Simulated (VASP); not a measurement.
Crystal: SnO2 (Cassiterite).

```xyz
6
Lattice="4.7714 0.0000 0.0000 0.0000 4.7714 0.0000 0.0000 0.0000 3.2166" Properties=species:S:1:pos:R:3 pbc="T T T"
Sn    4.7714    0.0000    0.0000
Sn    2.3857    2.3857    1.6083
O     1.4613    1.4613    0.0000
O     0.9244    3.8470    1.6083
O     3.3101    3.3101    0.0000
O     3.8470    0.9244    1.6083
```

Base run:

```yaml
Program: VASP 6.6.1
Functional: PBE-EpsX
Potentials_or_basis: VASP PAW PBE potentials, release 64 (Sn_d, O)
Cutoff: 520 eV
k_mesh: 4 × 4 × 6
Occupations: gaussian, width 0.03 eV
Spin: no spin polarisation
```

Its results: band gap on the k mesh 3.11 eV, direct; pressure -1.9 GPa; largest force 0.016 eV/Å.

The run is repeated on the same cell with these changes: functional from PBE-EpsX to PBE0. What comes out?

Band gap on the k mesh 3.43 eV, direct; pressure -2.9 GPa; largest force 0.026 eV/Å.

Caveats: the PAW data sets were made with another functional, which shifts forces and pressure a little; spin-orbit coupling is left out, which moves the levels of the heavy elements.
